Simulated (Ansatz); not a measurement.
# Preparing CdF2 (Fm-3m) as a host crystal

Before any defect goes in: CdF2 (Fm-3m) at rest, and how it screens a charge.

Program: Ansatz 0.2.0. Level of theory: plane-wave PAW DFT, PBE; relaxation of the host's cell and atoms, in the first sound run; inputs show where later runs differ. Results are calculated unless marked as measured.

**1. Set-up**

It takes space group Fm-3m (No. 225, cubic). Conventional cell: a = 5.401 Å, b = 5.401 Å, c = 5.401 Å, α = 90.00°, β = 90.00°, γ = 90.00°. Nearest to Cd lie 8 F at 2.34 Å. Nearest to F lie 4 Cd at 2.34 Å. Farther neighbours and most contacts between anions are not listed.

**2. Host cell relaxation**

Cell and atoms are relaxed together, until forces and stress fall under their thresholds.

The input, cell/input.yaml:

```yaml
crystal:
  lattice:
    - [0.0, 2.7005189, 2.7005189]
    - [2.7005189, 0.0, 2.7005189]
    - [2.7005189, 2.7005189, 0.0]
  atoms:
    - { symbol: Cd, position: [0.0, 0.0, 0.0] }
    - { symbol: F, position: [0.25, 0.25, 0.25] }
    - { symbol: F, position: [0.75, 0.75, 0.75] }
basis:
  ecutwfc: 420
  xc_grid: 2
hamiltonian:
  xc: pbe
kpoints:
  mp_grid: { grid: [9, 9, 9] }
scf:
  occupations: { method: fixed }
  max_iter: 100
relax:
  f_tol: 0.005
  max_steps: 60
  cell: {}
output:
  forces: true
  stress: true
checkpoint:
  write: "../cell.run"
  compress: false
  write_wavefunctions: false
  write_every: 100000
```

Command:

```bash
$ ansatz run input.yaml --threads 4 --pin off --max-ram 9420MiB --backend cpu --events-out ev --progress --plain --runs-dir out
```

Numbers of over 12 decimals in the logs are rounded to 6 here.

The program printed:

```text
[... repeated set-up lines and file paths are left out, and long positions are rounded to six places ...]
Engine: ansatz 0.2.0, aarch64-unknown-linux-gnu
Pseudopotentials: kind: paw
Pseudopotential: Cd, paw, valence charge 20, recommended cutoff 420 eV (normal), Cd.paw.azcp
Pseudopotential: F, paw, valence charge 7, recommended cutoff 420 eV (normal), F.paw.azcp
Functional definition: PBE
  parameter kappa = 0.804
  parameter beta = 0.066725
  exchange = pbe_x(kappa = kappa, mu = beta*pi^2/3)
  correlation = pbe_c(beta = beta)
Crystal: 3 atoms, lattice volume = 39.389 Å³
Basis set: ecut = 420 eV, 749 PW (Γ), exchange–correlation on 54×54×54 points (8 copies of the dense FFT grid, shifted against one another)
Bands: 21, of which v1, the nominal top of the filled ones, is band 17 counted from 1 (16 counted from 0)
Symmetry: 48 space group operations
Space group: Fm-3m (ITA 225), of the structure as read, at distance tolerance 3.4e-5 Å
k-points: 35 of 729
Non-local potential: Cd, projectors of the file, l = 0: 3, l = 1: 2, l = 2: 2, l = 3: 1
Non-local potential: F, projectors of the file, l = 0: 2, l = 1: 2, l = 2: 1
PAW form: soft (Blöchl's): semilocal exchange-correlation on the pseudo side does not see the compensation charge
PAW one-centre angular grid: Cd, 590 points (default); XC on 64 Gauss nodes
PAW one-centre angular grid: F, 110 points (default); XC on 64 Gauss nodes
Initial density: superposition of atomic densities (neutral atoms: chi_scale 0, normalization atom), corrected by the library's trained network
Initial wavefunctions: pseudopotential atomic-orbital guess
Functional: x = pbe(κ = 0.804, μ = 0.219515), c = pbe(β = 0.066725)
SCF iter   1: F=—  HF=-9872.143473 eV  |F-HF|=—  |Δ(HF+E_count)|=         —  Δρ=5.44e-4  dr2=1.83e-5  ethr=1.77e-3  ⟨swp⟩=4.3  Hψ=2648  notcnv=0  defer=52
preconditioner: auto → none  [insulator: Δε(μ)=3.103 eV  Ē_g=16.516 eV  n_scr=14 (ndim 8)  ℏωp=30.2 eV  f_vac=0.126  ε∞_Penn≈4.3]
SCF iter   2: F=—  HF=-9872.144493 eV  |F-HF|=—  |Δ(HF+E_count)|=   1.02e-3  Δρ=3.05e-4  dr2=1.55e-5  ethr=5.37e-8  ⟨swp⟩=3.1  Hψ=2034  notcnv=0  defer=68
SCF iter   3: F=—  HF=-9872.144545 eV  |F-HF|=—  |Δ(HF+E_count)|=   5.17e-5  Δρ=1.72e-4  dr2=1.40e-6  ethr=4.55e-8  ⟨swp⟩=2.0  Hψ=1127  notcnv=0  defer=68
SCF iter   4: F=—  HF=-9872.144586 eV  |F-HF|=—  |Δ(HF+E_count)|=   4.09e-5  Δρ=5.69e-5  dr2=4.38e-7  ethr=4.12e-9  ⟨swp⟩=2.0  Hψ=1216  notcnv=0  defer=69
iter 5 did not close the SCF: its close was put off for the readings that it lacked (scf_convergence_deferred on its scf_iter line)
SCF iter   5: F=-9872.144588 eV  HF=-9872.144588 eV  |F-HF|=6.28e-9  |Δ(HF+E_count)|=   2.52e-6  Δρ=1.37e-5  dr2=4.70e-8  ethr=1.29e-9  ⟨swp⟩=2.0  Hψ=1165  notcnv=0  defer=69
SCF iter   6: F=-9872.144588 eV  HF=-9872.144588 eV  |F-HF|=8.91e-10  |Δ(HF+E_count)|=   3.38e-8  Δρ=2.58e-6  dr2=1.36e-9  ethr=1.38e-10  ⟨swp⟩=2.0  Hψ=2513  notcnv=0
SCF 1 converged in 6 iterations: F = -9872.144588 eV  dr2 = 1.36e-9
  greatest PAW one-centre occupation: 1.000 electrons in one spin orbital (limit 2), on the Cd atom at site 0 (counted from 0), in its partial waves of l = 1
relax step   1: F+E_penalty+E_count = -9872.14458831 eV  Δ(F+E_penalty+E_count) = +0.000e0 eV  max|allowed force component| = 2.506e-18 eV/Å  Δτ_max = 0.0000 Å  P = +4.610 GPa  Ω = 39.389 Å³  (6 SCF iters, dr2 threshold 1.00e-7 eV, accepted)
[... the SCF cycles and remarks between the steps are left out from here to the last step ...]
relax step   2: F+E_penalty+E_count = -9872.16067623 eV  Δ(F+E_penalty+E_count) = -1.609e-2 eV  max|allowed force component| = 1.889e-17 eV/Å  Δτ_max = 0.0000 Å  P = +0.026 GPa  Ω = 41.002 Å³  energy of the carried Pulay correction = -6.535e-3 eV  (6 SCF iters, dr2 threshold 3.00e-7 eV, accepted)
relax step   3: F+E_penalty+E_count = -9872.16890203 eV  Δ(F+E_penalty+E_count) = -8.226e-3 eV  max|allowed force component| = 2.274e-17 eV/Å  Δτ_max = 0.0000 Å  P = +0.397 GPa  Ω = 41.002 Å³  stress off target by 3.97e-1 GPa  SCF on the basis re-selected at this cell (its energy is not comparable with the rows above)  (6 SCF iters)
relax step   4: F+E_penalty+E_count = -9872.16851676 eV  Δ(F+E_penalty+E_count) = +3.853e-4 eV  max|allowed force component| = 3.161e-17 eV/Å  Δτ_max = 0.0000 Å  P = +0.050 GPa  Ω = 41.148 Å³  energy of the carried Pulay correction = -5.884e-4 eV  (5 SCF iters, dr2 threshold 3.00e-7 eV, accepted)
relax step   5: F+E_penalty+E_count = -9872.16843326 eV  Δ(F+E_penalty+E_count) = +8.350e-5 eV  max|allowed force component| = 3.508e-17 eV/Å  Δτ_max = 0.0000 Å  P = +0.000 GPa  Ω = 41.169 Å³  energy of the carried Pulay correction = -6.752e-4 eV  (5 SCF iters, dr2 threshold 6.35e-9 eV, accepted)
iter 1 solved again at ethr=1.80e-8 eV; its pass at ethr=3.10e-3 eV (dr2=6.11e-6 eV) is discarded
SCF iter   1: F=—  HF=-9872.169052 eV  |F-HF|=—  |Δ(HF+E_count)|=         —  Δρ=4.91e-5  dr2=1.46e-7  ethr=1.80e-8  ⟨swp⟩=3.0  Hψ=4750  notcnv=0  defer=68
SCF iter   2: F=—  HF=-9872.169206 eV  |F-HF|=—  |Δ(HF+E_count)|=   1.55e-4  Δρ=2.17e-5  dr2=3.95e-8  ethr=4.28e-10  ⟨swp⟩=2.0  Hψ=1295  notcnv=0
SCF iter   3: F=—  HF=-9872.169206 eV  |F-HF|=—  |Δ(HF+E_count)|=   3.80e-8  Δρ=9.43e-6  dr2=8.80e-9  ethr=1.16e-10  ⟨swp⟩=2.0  Hψ=1094  notcnv=0
SCF iter   4: F=—  HF=-9872.169206 eV  |F-HF|=—  |Δ(HF+E_count)|=   4.66e-9  Δρ=2.40e-6  dr2=1.20e-9  ethr=2.59e-11  ⟨swp⟩=2.0  Hψ=1190  notcnv=0
SCF iter   5: F=—  HF=-9872.169206 eV  |F-HF|=—  |Δ(HF+E_count)|=  2.33e-10  Δρ=5.41e-7  dr2=5.14e-11  ethr=3.52e-12  ⟨swp⟩=2.0  Hψ=1190  notcnv=0
SCF iter   6: F=-9872.169206 eV  HF=-9872.169206 eV  |F-HF|=3.64e-12  |Δ(HF+E_count)|=  1.09e-11  Δρ=1.61e-7  dr2=4.48e-12  ethr=1.00e-12  ⟨swp⟩=5.0  Hψ=2884  notcnv=0
SCF 6 converged in 6 iterations: F = -9872.169206 eV  dr2 = 4.48e-12
relax step   6: F+E_penalty+E_count = -9872.16920645 eV  Δ(F+E_penalty+E_count) = -7.732e-4 eV  max|allowed force component| = 3.932e-17 eV/Å  Δτ_max = 0.0000 Å  P = +0.014 GPa  Ω = 41.169 Å³  stress off target by 1.37e-2 GPa  SCF on the basis re-selected at this cell (its energy is not comparable with the rows above)  (6 SCF iters)
basis re-selected at this cell: Δ(F+E_penalty+E_count) = -7.732e-4 eV, ΔP = +0.013 GPa vs the last step (what re-selecting the basis moved, of the pressure what is left beyond the Pulay correction that the steps carried, after the strain that the cell walked [...]
SCF converged after 6 iterations
Free energy (F): -9872.169206 eV
Harris-Foulkes:  -9872.169206 eV  (|F-HF|=3.64e-12)
Internal energy: -9872.169206 eV  (E = F + TS)
E sigma→0 (E₀):  -9872.169206 eV
Fermi energy:    5.656719 eV
--- Per-component energies (eV) ---
  E_band       = -505.329317
  E_kinetic    = 917.065360
  E_local      = -4338.247578  (includes V_loc(G=0)·N_el)
  E_nonlocal   = 183.929861
  E_hartree    = 1916.846290
  E_xc         = -334.808861
  E_vxc        = -424.103375  (∫ρ·V_xc dr)
  E_paw        = -4487.634376  (= ΣΔE_a)
  E_vpaw       = -677.670138  (= ΣTr[D̂ρ^β])
  E_aug_tail   = 0.004081  (compensation charges beyond the density's cutoff)
  E_ewald      = -3729.323983
  E_smearing   = -0.000000  (= −TS)
  E_closure    = -0.000000  (closes the sum)
  Σ components = -9872.169206   (vs F -9872.169206, Δ=0.00e0)
--- Forces (eV/Å), atoms counted from 1 ---
  atom   1  Cd    -0.00000000     0.00000000     0.00000000
  atom   2  F      0.00000000    -0.00000000    -0.00000000
  atom   3  F     -0.00000000     0.00000000     0.00000000
  max |Σ_I F_I| component: 4.63e-18 eV/Å
--- Stress (GPa, compression-positive) ---
        0.013672      -0.000000      -0.000000
       -0.000000       0.013672      -0.000000
       -0.000000      -0.000000       0.013672
  P = ⅓ Tr σ = 0.0137 GPa (0.137 kbar)
--- Relaxed structure (4 steps of the walk, 4 accepted, 2 SCFs on fresh bases) ---
  F+E_penalty+E_count = -9872.16920645 eV   max|allowed force component| = 3.932e-17 eV/Å   (the final SCF, on the basis selected at the relaxed cell)
  cell:  # Å, volume = 41.1695 Å³
    - [0, 2.740617, 2.740617]
    - [2.740617, 0, 2.740617]
    - [2.740617, 2.740617, 0]
  atoms:
    - { symbol: Cd, position: [0, 0, 0] }
    - { symbol: F, position: [0.250000, 0.250000, 0.250000] }
    - { symbol: F, position: [0.750000, 0.750000, 0.750000] }
```

Elapsed: 2 s, on 4 threads of Arm Neoverse V2, shared host; peak memory 0.33 GiB; 6.8 s of CPU time.

The steps of the relaxation:

| step | energy less that of the first step (eV) | largest force component (eV/Å) | pressure (GPa) | volume (Å³) |
| --- | --- | --- | --- | --- |
| 1 | 0.0000 | 0.0000 | 4.61 | 39.39 |
| 2 | -0.0161 | 0.0000 | 0.03 | 41.00 |
| 3 | -0.0243 | 0.0000 | 0.40 | 41.00 |
| 4 | -0.0239 | 0.0000 | 0.05 | 41.15 |
| 5 | -0.0238 | 0.0000 | 0.00 | 41.17 |
| 6* | -0.0246 | 0.0000 | 0.01 | 41.17 |

Relaxation steps marked * repeat the geometry before them on a plane-wave basis chosen anew for their cell, so energy and pressure can jump there. The log counts 2 steps on a newly chosen plane-wave basis, not all of them marked here; energy and pressure can jump at such steps.

The run keeps the 48 symmetry operations that it works with, so distortions that break them were not tested.

| conventional cell, symmetrised | before | after | change |
| --- | --- | --- | --- |
| a (Å) | 5.401 | 5.481 | +1.5 % |
| b (Å) | 5.401 | 5.481 | +1.5 % |
| c (Å) | 5.401 | 5.481 | +1.5 % |
| volume (Å³/atom) | 13.13 | 13.72 | +4.5 % |

The relaxed structure:

```
Cd F
1.0
     0.00000    2.74062    2.74062
     2.74062    0.00000    2.74062
     2.74062    2.74062    0.00000
Cd F
1 2
Direct
  0.00000 0.00000 0.00000
  0.25000 0.25000 0.25000
  0.75000 0.75000 0.75000
```

Numbers from this step:

| Quantity | Value |
| --- | --- |
| pressure | 0.01367 GPa |

The relaxation ends with a pressure of 0.01 GPa.

**3. Dielectric tensors of the host**

The response to a uniform electric field gives the electronic dielectric tensor.

This step: plane-wave PAW DFPT, PBEsol; dielectric tensors, Born charges and zone-centre modes of the host (Ansatz 0.2.0).

The input, eps/input.yaml:

```yaml
crystal:
  lattice:
    - [0.0, 2.7406172852, 2.7406172852]
    - [2.7406172852, 0.0, 2.7406172852]
    - [2.7406172852, 2.7406172852, 0.0]
  atoms:
    - { symbol: Cd, position: [0.0, 0.0, 0.0] }
    - { symbol: F, position: [0.25, 0.25, 0.25] }
    - { symbol: F, position: [0.75, 0.75, 0.75] }
basis:
  ecutwfc: 420
hamiltonian:
  xc: pbesol
kpoints:
  mp_grid: { grid: [8, 8, 8] }
scf:
  occupations: { method: fixed }
  max_iter: 100
phonons:
  method: dfpt
  dielectric: true
  rigid_motions: translations
```

The program printed:

```text
[...]
Crystal: 3 atoms, lattice volume = 41.169 Å³
Basis set: ecut = 420 eV, 821 PW (Γ), exchange–correlation on 54×54×54 points (8 copies of the dense FFT grid, shifted against one another)
Bands: 21, of which v1, the nominal top of the filled ones, is band 17 counted from 1 (16 counted from 0)
Symmetry: 48 space group operations
k-points: 95 of 512 (irreducible under 4 space group operations, time reversal used)
[...]
SCF iter   1: F=—  HF=-9785.848115 eV  |F-HF|=—  |Δ(HF+E_count)|=         —  Δρ=1.66e-2  dr2=7.36e-2  ethr=1.77e-3  ⟨swp⟩=4.2  Hψ=7205  notcnv=0  defer=133
[...]
SCF iter   7: F=-9785.827511 eV  HF=-9785.827511 eV  |F-HF|=9.09e-12  |Δ(HF+E_count)|=   2.77e-9  Δρ=8.16e-8  dr2=1.02e-12  ethr=1.00e-12  ⟨swp⟩=6.8  Hψ=10210  notcnv=0
SCF 1 converged in 7 iterations: F = -9785.827511 eV  dr2 = 1.02e-12
[...]
DFPT response loops at Γ: preconditioner auto → none (the input reference at scf.mixing.eps_inf says where Resta's filter doesn't serve); β = 0.50; Broyden in place of MSR1
SCF converged after 7 iterations
Free energy (F): -9785.827511 eV
[...]
Internal energy: -9785.827511 eV  (E = F + TS)
E sigma→0 (E₀):  -9785.827511 eV
Fermi energy:    5.552581 eV
[...]
--- Band table (eV; the first three rows and the last of 95) ---
[...]
[... further k-points left out ...]
--- Phonons (Γ-DFPT): 2 representative perturbations + reference, on 95 of 512 k-points (Σ response iterations 8) ---
  k mesh reduced under 4 symmetry operations, with k and −k counted as one. Each operation leaves every solved perturbation unchanged. A smaller set is not considered because the run solves the response to a homogeneous field
  ASR residual: 6.359e-5 → 0.000e0 eV/Å²; symmetrization residual: 2.154e-7 eV/Å²
  ASR residual per site (eV/Å²): 1.88e-5 6.36e-5 6.36e-5
  Γ frequencies (cm⁻¹): 0.00 0.00 0.00 179.24 179.24 179.24 272.40 272.40 272.40
  ε∞ (high-frequency dielectric tensor):
        2.925372    -0.000000    -0.000000
       -0.000000     2.925372     0.000000
        0.000000     0.000000     2.925372
  ε⁰ (static dielectric tensor: ions relaxed, cell fixed):
       11.012649    -0.000000     0.000000
       -0.000000    11.012649     0.000000
        0.000000     0.000000    11.012649
  ε⁰ − ε∞ (ionic part):
        8.087277    -0.000000     0.000000
       -0.000000     8.087277     0.000000
        0.000000     0.000000     8.087277
  softest optical mode at Γ: 179.24 cm⁻¹; the repairs (sum rule, projections) moved no ω² at Γ by more than (0.97 cm⁻¹)²
  Born effective charges Z* (e; rows j = field, columns β = displacement):
    site 0:
         2.48458   -0.00000   -0.00000
         0.00000    2.48458    0.00000
         0.00000   -0.00000    2.48458
    site 1:
        -1.24229    0.00000    0.00000
        -0.00000   -1.24229   -0.00000
         0.00000    0.00000   -1.24229
    site 2:
        -1.24229    0.00000    0.00000
        -0.00000   -1.24229   -0.00000
         0.00000    0.00000   -1.24229
  Z* charge neutrality: 5.348e-5 e pre-enforcement
  k-mesh period / interband length: 31.0 Å / 1.43 Å = 21.68 at k = (0.0000, 0.0000, 0.0000), direct gap 3.311 eV — 14 or more, which is no proof of convergence
  optical modes at Γ without the LO–TO term, one row a degenerate level:
      ω (cm⁻¹)  modes    IR ((D/Å)²/amu)
        179.24      3            15.0453
        272.40      3             0.0000
  optical modes at Γ + LO–TO along q̂ = [1.0000, 0.0000, 0.0000]:
      ω (cm⁻¹)  modes    IR ((D/Å)²/amu)
        179.24      2            10.0302
        272.40      3             0.0000
        347.76      1             5.0151
  optical modes at Γ + LO–TO along q̂ = [0.0000, 1.0000, 0.0000]:
      ω (cm⁻¹)  modes    IR ((D/Å)²/amu)
        179.24      2            10.0302
        272.40      3             0.0000
        347.76      1             5.0151
  optical modes at Γ + LO–TO along q̂ = [0.0000, 0.0000, 1.0000]:
      ω (cm⁻¹)  modes    IR ((D/Å)²/amu)
        179.24      2            10.0302
        272.40      3             0.0000
        347.76      1             5.0151
```

The job ended after 9.5 s (4 threads; peak memory 0.59 GiB).

The column dr2 measures how far the density is from self-consistency, as an energy; F and HF (Harris–Foulkes) agree once it is small.

Electronic dielectric tensor:

```
2.93 0.00 0.00
0.00 2.93 0.00
0.00 0.00 2.93
```

Static dielectric tensor:

```
11.01  0.00  0.00
 0.00 11.01  0.00
 0.00  0.00 11.01
```

The electronic dielectric tensor is isotropic, 2.93. The static dielectric tensor is isotropic, 11.01.

**4. Defect free supercell relaxed in its symmetry**

This cell, the one that will hold the defects, is built from the relaxed host. Symmetry fixes every atom, so this run gives the energy of the symmetric cell at the supercell's k-points, the reference for the test of stability.

This step: plane-wave PAW DFT, PBE; relaxation of the defect-free supercell in its symmetry (Ansatz 0.2.0).

System of this step: CdF2 (Fm-3m). Symmetry: Fm-3m, No. 225, cubic system. The conventional cell has a = 5.481 Å, b = 5.481 Å, c = 5.481 Å, α = 90.00°, β = 90.00°, γ = 90.00°. Nearest to Cd lie 8 F at 2.37 Å. Nearest to F lie 4 Cd at 2.37 Å. Farther neighbours and most contacts between anions are not listed.

The input, pristine.symmetric/input.yaml:

```yaml
crystal:
  lattice:
    - [0.0, 5.4812345704, 5.4812345704]
    - [5.4812345704, 0.0, 5.4812345704]
    - [5.4812345704, 5.4812345704, 0.0]
  atoms:
    - { symbol: Cd, position: [0.0, 0.0, 0.0] }
    - { symbol: F, position: [0.125, 0.125, 0.125] }
    - { symbol: F, position: [0.375, 0.375, 0.375] }
    - { symbol: Cd, position: [0.0, 0.0, 0.5] }
    - { symbol: F, position: [0.125, 0.125, 0.625] }
    - { symbol: F, position: [0.375, 0.375, 0.875] }
    - { symbol: Cd, position: [0.0, 0.5, 0.0] }
    - { symbol: F, position: [0.125, 0.625, 0.125] }
    - { symbol: F, position: [0.375, 0.875, 0.375] }
    - { symbol: Cd, position: [0.0, 0.5, 0.5] }
    - { symbol: F, position: [0.125, 0.625, 0.625] }
    - { symbol: F, position: [0.375, 0.875, 0.875] }
    - { symbol: Cd, position: [0.5, 0.0, 0.0] }
    - { symbol: F, position: [0.625, 0.125, 0.125] }
    - { symbol: F, position: [0.875, 0.375, 0.375] }
    - { symbol: Cd, position: [0.5, 0.0, 0.5] }
    - { symbol: F, position: [0.625, 0.125, 0.625] }
    - { symbol: F, position: [0.875, 0.375, 0.875] }
    - { symbol: Cd, position: [0.5, 0.5, 0.0] }
    - { symbol: F, position: [0.625, 0.625, 0.125] }
    - { symbol: F, position: [0.875, 0.875, 0.375] }
    - { symbol: Cd, position: [0.5, 0.5, 0.5] }
    - { symbol: F, position: [0.625, 0.625, 0.625] }
    - { symbol: F, position: [0.875, 0.875, 0.875] }
basis:
  ecutwfc: 420
  xc_grid: 2
hamiltonian:
  xc: pbe
kpoints:
  mp_grid: { grid: [1, 1, 1] }
scf:
  occupations: { method: fermi_dirac, width: 0.01 }
  max_iter: 100
  lower_state_search: "off"
output:
  forces: true
relax:
  f_tol: 0.015
  max_steps: 60
  escape_saddle: false
checkpoint:
  write: "../pristine.symmetric.run"
  compress: false
  write_wavefunctions: false
  write_every: 100000
```

The program printed:

```text
[...]
Crystal: 24 atoms, lattice volume = 329.356 Å³
Basis set: ecut = 420 eV, 6375 PW (Γ), exchange–correlation on 108×108×108 points (8 copies of the dense FFT grid, shifted against one another)
Bands: 164, of which v1, the nominal top of the filled ones, is band 136 counted from 1 (135 counted from 0)
Symmetry: 384 space group operations
[...]
k-points: 1
[...]
SCF iter   1: F=—  HF=-78976.518002 eV  |F-HF|=—  |Δ(HF+E_count)|=         —  Δρ=2.96e-3  dr2=2.61e-2  ethr=1.77e-3  ⟨swp⟩=6.0  Hψ=499  notcnv=0  defer=13
[...]
SCF iter   7: F=-78976.517970 eV  HF=-78976.517970 eV  |F-HF|=2.09e-8  |Δ(HF+E_count)|=   1.01e-6  Δρ=2.08e-6  dr2=7.61e-9  ethr=3.68e-11  ⟨swp⟩=4.0  Hψ=494  notcnv=0
SCF 1 converged in 7 iterations: F = -78976.517970 eV  dr2 = 7.61e-9
[...]
relax step   1: F+E_penalty+E_count = -78976.51796968 eV  Δ(F+E_penalty+E_count) = +0.000e0 eV  max|allowed force component| = 1.424e-24 eV/Å  Δτ_max = 0.0000 Å  (7 SCF iters, accepted)
SCF converged after 7 iterations
Free energy (F): -78976.517970 eV
[...]
Internal energy: -78976.517970 eV  (E = F + TS)
E sigma→0 (E₀):  -78976.517970 eV
Fermi energy:    7.147737 eV
[...]
--- Relaxed structure (1 steps of the walk, 1 accepted, 0 SCFs on fresh bases) ---
  F+E_penalty+E_count = -78976.51796968 eV   max|allowed force component| = 1.424e-24 eV/Å
  atoms:
    - { symbol: Cd, position: [0.0, 0.0, 0.0] }
    - { symbol: F, position: [0.125000, 0.125000, 0.125000] }
    - { symbol: F, position: [0.375, 0.375, 0.375] }
    - { symbol: Cd, position: [0.0, 0.0, 0.500000] }
    - { symbol: F, position: [0.125000, 0.125000, 0.625000] }
    - { symbol: F, position: [0.375, 0.375, 0.875] }
    - { symbol: Cd, position: [0.0, 0.500000, 0.0] }
    - { symbol: F, position: [0.125, 0.625000, 0.125] }
    - { symbol: F, position: [0.375, 0.875, 0.375] }
    - { symbol: Cd, position: [0.0, 0.500000, 0.500000] }
    - { symbol: F, position: [0.125, 0.625000, 0.625000] }
    - { symbol: F, position: [0.375, 0.875, 0.875] }
    - { symbol: Cd, position: [0.500000, 0.0, 0.0] }
    - { symbol: F, position: [0.625000, 0.125, 0.125] }
    - { symbol: F, position: [0.875, 0.375, 0.375] }
    - { symbol: Cd, position: [0.500000, 0.0, 0.500000] }
    - { symbol: F, position: [0.625000, 0.125, 0.625000] }
    - { symbol: F, position: [0.875, 0.375, 0.875] }
    - { symbol: Cd, position: [0.500000, 0.500000, 0.0] }
    - { symbol: F, position: [0.625000, 0.625000, 0.125] }
    - { symbol: F, position: [0.875, 0.875, 0.375] }
    - { symbol: Cd, position: [0.500000, 0.500000, 0.500000] }
    - { symbol: F, position: [0.625000, 0.625000, 0.625000] }
    - { symbol: F, position: [0.875, 0.875, 0.875] }
```

Wall time 0.97 s (4 threads); peak memory 0.49 GiB; 3.2 s of CPU time.

The forces vanish from the start, and no atom moves.

[end of part 1 of 2]

[Logs are printed without paths, hosts, clocks, repeated set-up lines and the standing remarks that a program may print on its own settings, such as how far it seeks lower states.]

[Hosts, paths, dates, database ids (printed as entryN), source tags and the programs' standing remarks are cut or masked in the printed files.]

[Runs of the host that timed out are not shown.]

[For some hosts the program warned that the k-mesh of the response run may be too coarse for force constants and the static dielectric constant; such warnings are not always shown.]
